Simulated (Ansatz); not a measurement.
Crystal: Ga.

```
CELL_PARAMETERS angstrom
2.71648 0.00000 0.00000
0.00000 2.71648 0.00000
0.00000 0.00000 2.71648
ATOMIC_POSITIONS crystal
Ga 0.00000 0.00000 0.00000
```

The cell was built by a generator and needn't be a form met in nature.

```yaml
Program: Ansatz 0.2.0
Task: relaxation of cell and atoms
Functional: B3LYP
Potentials_or_basis: Ansatz PAW
Cutoff: "420 eV (not typed: the program's choice for these potentials)"
k_mesh: 5 × 5 × 5
Occupations: fermi-dirac, width 0.05 eV
Spin: no spin polarisation
```

At the start: volume 20.05 Å³/atom.

Where does the relaxation end?

It ends after 5 steps and the volume is 21.16 Å³/atom (+5.5 %); space group Pm-3m (No. 221, to 0.05 Å).

Step by step:
```tsv
step	energy change (eV)	largest force (eV/Å)	volume (Å³)
1	0.0000	0.0000	20.05
2	-0.0071	0.0000	20.88
3	-0.0075	0.0000	21.13
4	-0.0075	0.0000	21.16
5	-0.0079	0.0000	21.16
```

Final structure:
```
CELL_PARAMETERS angstrom
2.76575 0.00000 0.00000
0.00000 2.76575 0.00000
0.00000 0.00000 2.76575
ATOMIC_POSITIONS crystal
Ga 0.00000 0.00000 0.00000
```

Caveat: the k mesh is coarse (spacing up to 0.46 Å⁻¹), so the values aren't converged, least of all with exact exchange; the plane-wave basis is chosen anew once the cell has moved, so the energies of steps on either side of that aren't comparable; the PAW data sets come from PBE, with cores solved anew for the run's functional, which leaves a small shift of forces and pressure.
